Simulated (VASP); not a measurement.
# Ca (I4/mmm) in VASP: a series of runs

The runs below take Ca through density of states, band structure, core levels, with PW91, rev-vdW-DF2, rSCAN.

All numbers are computed with VASP 6.6.1; they aren't measurements. Logs are shortened: lines on timing, memory, paths and dates and some standing lists are left out, and cuts for length are marked.

### Step 1. The crystal as given

The structure is tetragonal, space group I4/mmm (No. 139). The conventional cell has a = 4.410 Å, b = 4.410 Å, c = 4.392 Å, α = 90.00°, β = 90.00°, γ = 90.00°. Ca (site symmetry 4/mmm) has 8 Ca at 3.81 Å as nearest neighbours.

This isn't the form of Ca at room conditions, which is fcc.

### Step 2. Density of states, PW91

The input, Ca.cif:

```cif
data_Ca
_cell_length_a 4.41040981
_cell_length_b 4.41040981
_cell_length_c 4.39222962
_cell_angle_alpha 90.00000000
_cell_angle_beta 90.00000000
_cell_angle_gamma 90.00000000
_space_group_name_H-M_alt 'I4/mmm'
_space_group_name_Hall '-I 4 2'
_space_group_IT_number 139
loop_
_space_group_symop_operation_xyz
'x,y,z'
'-x,-y,-z'
'-y,x,z'
'y,-x,-z'
'-x,-y,z'
'x,y,-z'
'y,-x,z'
'-y,x,-z'
'x,-y,-z'
'-x,y,z'
'-y,-x,-z'
'y,x,z'
'-x,y,-z'
'x,-y,z'
'y,x,-z'
'-y,-x,z'
'x+1/2,y+1/2,z+1/2'
'-x+1/2,-y+1/2,-z+1/2'
'-y+1/2,x+1/2,z+1/2'
'y+1/2,-x+1/2,-z+1/2'
'-x+1/2,-y+1/2,z+1/2'
'x+1/2,y+1/2,-z+1/2'
'y+1/2,-x+1/2,z+1/2'
'-y+1/2,x+1/2,-z+1/2'
'x+1/2,-y+1/2,-z+1/2'
'-x+1/2,y+1/2,z+1/2'
'-y+1/2,-x+1/2,-z+1/2'
'y+1/2,x+1/2,z+1/2'
'-x+1/2,y+1/2,-z+1/2'
'x+1/2,-y+1/2,z+1/2'
'y+1/2,x+1/2,-z+1/2'
'-y+1/2,-x+1/2,z+1/2'
loop_
_atom_site_label
_atom_site_type_symbol
_atom_site_symmetry_multiplicity
_atom_site_Wyckoff_symbol
_atom_site_fract_x
_atom_site_fract_y
_atom_site_fract_z
_atom_site_occupancy
Ca1 Ca 2 b 0.0000000000 0.0000000000 0.5000000000 1
```

The input, POSCAR:

```
Ca
 1.0000000000000000
     4.4104098100000000    0.0000000000000000    0.0000000000000000
     0.0000000000000000    4.4104098100000000    0.0000000000000000
     0.0000000000000000    0.0000000000000000    4.3922296200000002
 Ca 
   2
Cartesian
  0.0000000000000000  0.0000000000000000  2.1961148100000001
  2.2052049050000000  2.2052049050000000  0.0000000000000000
```

The input, INCAR.step1:

```
PREC = Accurate
ENCUT = 520
EDIFF = 1E-6
ISMEAR = 1
SIGMA = 0.1
LREAL = False
LASPH = True
NELM = 60
ALGO = Normal
ISIF = 2
LWAVE = False
LCHARG = True
GGA = 91
```

The input, KPOINTS.step1:

```
Automatic mesh
0
Gamma
  6 6 6
```

The input, INCAR.step2:

```
PREC = Accurate
ENCUT = 520
EDIFF = 1E-6
ISMEAR = -5
SIGMA = 0.1
LREAL = False
LASPH = True
NELM = 60
ALGO = Normal
ISIF = 2
LWAVE = False
LCHARG = False
GGA = 91
LORBIT = 10
NEDOS = 1001
ICHARG = 11
```

The input, KPOINTS.step2:

```
Automatic mesh
0
Gamma
  9 9 9
```

Potentials or basis: VASP PAW PBE potentials, release 64 (Ca_sv).

The run is started by

```bash
> ase convert -i cif -o vasp Ca.cif POSCAR
> cat potpaw_PBE.64/Ca_sv/POTCAR > POTCAR
> cp INCAR.step1 INCAR
> cp KPOINTS.step1 KPOINTS
> mpirun -np 1 vasp_std > vasp.out
> cp INCAR.step2 INCAR
> cp KPOINTS.step2 KPOINTS
> mpirun -np 1 vasp_std > vasp.out
```

OUTCAR:

```text
PREC = Accurate
   ENCUT = 520
   EDIFF = 1E-6
   ISMEAR = -5
   LREAL = False
   LASPH = True
   NELM = 60
   ISIF = 2
   GGA = 91
   LORBIT = 10
   ICHARG = 11

 ion  position               nearest neighbor table
   1  0.000  0.000  0.500-
   2  0.500  0.500  0.000-

  LATTYP: Found a simple tetragonal cell.
 ALAT       =     4.4104098100
 C/A-ratio  =     0.9958778910

  Lattice vectors:

 A1 = (   4.4104098100,   0.0000000000,   0.0000000000)
 A2 = (   0.0000000000,   4.4104098100,   0.0000000000)
 A3 = (   0.0000000000,   0.0000000000,   4.3922296200)

Analysis of symmetry for initial positions (statically):
=====================================================================
 Subroutine PRICEL returns following result:

  LATTYP: Found a body centered tetragonal cell.
 ALAT       =     4.4104098100
 C/A-ratio  =     0.9958778910

  Lattice vectors:

 A1 = (  -2.2052049050,  -2.2052049050,  -2.1961148100)
 A2 = (   2.2052049050,   2.2052049050,  -2.1961148100)
 A3 = (   2.2052049050,  -2.2052049050,   2.1961148100)

   2 primitive cells build up your supercell.

 Routine SETGRP: Setting up the symmetry group for a
 simple tetragonal supercell.

 Subroutine GETGRP returns: Found 16 space group operations
 (whereof 16 operations were pure point group operations)
 out of a pool of 16 trial point group operations.

The static configuration has the point symmetry D_4h.

Analysis of symmetry for dynamics (positions and initial velocities):
=====================================================================
 Subroutine PRICEL returns following result:

  LATTYP: Found a body centered tetragonal cell.
 ALAT       =     4.4104098100
 C/A-ratio  =     0.9958778910

  Lattice vectors:

 A1 = (  -2.2052049050,  -2.2052049050,  -2.1961148100)
 A2 = (   2.2052049050,   2.2052049050,  -2.1961148100)
 A3 = (   2.2052049050,  -2.2052049050,   2.1961148100)

   2 primitive cells build up your supercell.

 Routine SETGRP: Setting up the symmetry group for a
 simple tetragonal supercell.

 Subroutine GETGRP returns: Found 16 space group operations
 (whereof 16 operations were pure point group operations)
 out of a pool of 16 trial point group operations.
[... 112 lines left out ...]
   NELECT =      20.0000    total number of electrons
   NUPDOWN=      -1.0000    fix difference up-down
   EMIN   =  10.00;   EMAX   =-10.00  energy-range for DOS
   EFERMI =   0.00;   METHOD = LEGACY
   ISMEAR =    -5;   SIGMA  =   0.10  broadening in eV -4-tet -1-fermi 0-gaus
   EFERMI_NEDOS =   21; number of points for ismear=-14 and -15
   IALGO  =     38    algorithm
   IMIX   =      4    mixing-type and parameters
     AMIX     =   0.40;   BMIX     =  1.00
     AMIX_MAG =   1.60;   BMIX_MAG =  1.00
  volume/ion in A,a.u.               =      42.72       288.28
  Fermi-wavevector in a.u.,A,eV,Ry     =   1.008952  1.906643 13.850516  1.017984
  Thomas-Fermi vector in A             =   2.141851
   LORBIT       =     10    0 simple, 1 ext, 2 COOP (PROOUT), +10 PAW based schemes
   GGA     = 91    functional components
   LHFCALC =     F    Hartree Fock is set to
   AEXX    =    0.0000 exact exchange contribution
   IVDW    =     0    specifies the selected vdW correction
   LEPSILON=     F    determine dielectric tensor
   LRPA    =     F    only Hartree local field effects (RPA)
 non-spin polarized calculation
 Fermi weights with tetrahedron method with Bloechl corrections
  energy-cutoff  :      520.00
  volume of cell :       85.44
 maximum number of plane-waves:      2317
 NGX is ok and might be reduce to    36

 number of electron      20.0000003 magnetization

 Free energy of the ion-electron system (eV)
  ---------------------------------------------------
  ext. energy  EPLUGINS =         0.00000000
  ---------------------------------------------------
  free energy    TOTEN  =        -3.82449341 eV

  energy without entropy =       -3.82449341  energy(sigma->0) =       -3.82449341

 E-fermi :   1.9527     XC(G=0):  -7.7250

 val. band max:        2.0995125128   @ k =   0.3333   0.3333   0.3333
 cond. band min:       1.8949276305   @ k =   0.3333   0.3333   0.0000
 fundamental gap:     -0.2045848822
 Fermi energy:         1.9526828375

 k-point     1 :       0.0000    0.0000    0.0000
  band No.  band energies     occupation
      1     -40.1042      2.00000
      2     -40.0791      2.00000
      3     -21.1965      2.00000
      4     -21.1961      2.00000
      5     -21.1961      2.00000
      6     -21.1002      2.00000
      7     -21.0987      2.00000
      8     -21.0987      2.00000
      9      -2.1041      2.00000
     10       1.9705      0.45756
     11       1.9783      0.00000
     12       4.1487      0.00000
     13       4.1663      0.00000
     14       4.1663      0.00000
[... 377 lines left out ...]
      1     -40.0926      2.00000
      2     -40.0887      2.00000
      3     -21.1961      2.00000
      4     -21.1823      2.00000
      5     -21.1575      2.00000
      6     -21.1399      2.00000
      7     -21.1329      2.00000
      8     -21.1196      2.00000
      9      -0.2843      2.00000
     10       0.4802      2.00000
     11       2.8293      0.00000
     12       3.1964      0.00000
     13       3.6779      0.00000
     14       3.6935      0.00000

 [... further k-points ...]

------------------------ aborting loop because EDIFF is reached ----------------------------------------

  FORCE on cell =-STRESS in cart. coord.  units (eV):
  Direction    XX          YY          ZZ          XY          YZ          ZX
  --------------------------------------------------------------------------------------
  -------------------------------------------------------------------------------------
  Total       -0.0554736     -0.0554736     -0.0707482      0.0000000     -0.0000000      0.0000000
  in kB       -1.0402888     -1.0402888     -1.3267313      0.0000000     -0.0000000      0.0000000
  external PRESSURE =      -1.1357696 kB  Pullay stress =       0.0000000 kB

 VOLUME and BASIS-vectors are now :
 -----------------------------------------------------------------------------
  energy-cutoff  :      520.00
  volume of cell :       85.44
      direct lattice vectors                 reciprocal lattice vectors
     4.410409810  0.000000000  0.000000000     0.226736300  0.000000000  0.000000000
     0.000000000  4.410409810  0.000000000     0.000000000  0.226736300  0.000000000
     0.000000000  0.000000000  4.392229620     0.000000000  0.000000000  0.227674800

 POSITION                                       TOTAL-FORCE (eV/Angst)
 -----------------------------------------------------------------------------------
      0.00000      0.00000      2.19611         0.000000      0.000000      0.000000
      2.20520      2.20520      0.00000        -0.000000      0.000000      0.000000
 -----------------------------------------------------------------------------------
    total drift:                                0.000000      0.000000      0.000000

  FREE ENERGIE OF THE ION-ELECTRON SYSTEM (eV)
  ---------------------------------------------------
  free  energy   TOTEN  =        -3.8244934129 eV

  energy  without entropy=       -3.8244934129  energy(sigma->0) =       -3.82449341

 total charge

# of ion       s       p       d       tot
------------------------------------------
    1        2.085   5.829   0.167   8.081
    2        2.085   5.829   0.167   8.081
--------------------------------------------------
tot          4.170  11.658   0.334  16.162
```

OUTCAR.step1:

```text
PREC = Accurate
   ENCUT = 520
   EDIFF = 1E-6
   ISMEAR = 1
   LREAL = False
[... 653 lines left out ...]
      0.00000      0.00000      2.19611         0.000000      0.000000     -0.000000
      2.20520      2.20520      0.00000        -0.000000     -0.000000      0.000000
 -----------------------------------------------------------------------------------
    total drift:                                0.000000      0.000000      0.000000

  FREE ENERGIE OF THE ION-ELECTRON SYSTEM (eV)
  ---------------------------------------------------
  free  energy   TOTEN  =        -3.8208273807 eV

  energy  without entropy=       -3.8162089075  energy(sigma->0) =       -3.81928789
```

OSZICAR.step1:

```text
N       E                     dE             d eps       ncg     rms          rms(c)
DAV:   1     0.173923506802E+03    0.17392E+03   -0.10251E+04  1120   0.128E+03
DAV:   2     0.592045063582E+01   -0.16800E+03   -0.16659E+03  1230   0.364E+02
DAV:   3    -0.329800250809E+01   -0.92185E+01   -0.91236E+01  2172   0.634E+01
DAV:   4    -0.380693543742E+01   -0.50893E+00   -0.50603E+00  1506   0.131E+01
DAV:   5    -0.382829866567E+01   -0.21363E-01   -0.21362E-01  1742   0.201E+00    0.307E+00
DAV:   6    -0.381801994650E+01    0.10279E-01   -0.34983E-02  1438   0.191E+00    0.186E+00
DAV:   7    -0.382144423372E+01   -0.34243E-02   -0.41633E-02  1222   0.234E+00    0.137E-01
DAV:   8    -0.382075903366E+01    0.68520E-03   -0.31212E-03  1324   0.599E-01    0.399E-02
DAV:   9    -0.382083971836E+01   -0.80685E-04   -0.48691E-04  2132   0.132E-01    0.202E-02
DAV:  10    -0.382082816017E+01    0.11558E-04   -0.11401E-04  1402   0.998E-02    0.102E-02
DAV:  11    -0.382082738066E+01    0.77951E-06   -0.53095E-06  1698   0.203E-02
   1 F= -.38208274E+01 E0= -.38192879E+01  d E =-.461847E-02
```

Run time: 67 s. Hardware: 1 thread of Intel Xeon Platinum 8488C (Sapphire Rapids), shared host; peak memory 0.23 GiB.

What came out:

* Valence electrons inside the program's atomic spheres: Ca 8.08

States per cell in windows of 1 eV (zero at the Fermi level; states under -8 eV left out):
```tsv
from (eV)	total	Ca1_d	Ca2_d	Ca1_p	Ca2_p	Ca1_s	Ca2_s
-8.0	0.00	0.00	0.00	0.00	0.00	0.00	0.00
-7.0	0.00	0.00	0.00	0.00	0.00	0.00	0.00
-6.0	0.00	0.00	0.00	0.00	0.00	0.00	0.00
-5.0	0.00	0.00	0.00	0.00	0.00	0.00	0.00
-4.0	0.34	0.00	0.00	0.00	0.00	0.02	0.02
-3.0	0.75	0.01	0.01	0.01	0.01	0.03	0.03
-2.0	1.13	0.03	0.03	0.02	0.02	0.03	0.03
-1.0	1.77	0.13	0.13	0.03	0.03	0.03	0.03
0.0	3.71	0.51	0.51	0.06	0.06	0.01	0.01
1.0	3.87	0.93	0.93	0.02	0.02	0.01	0.01
2.0	0.48	0.13	0.13	0.00	0.00	0.00	0.00
3.0	0.00	0.00	0.00	0.00	0.00	0.00	0.00
```

Caveat: the PAW data sets were made with another functional, which shifts forces and pressure a little; tetrahedron occupations give inexact forces and stress in metals.

(Continued in part 2 of 2.)
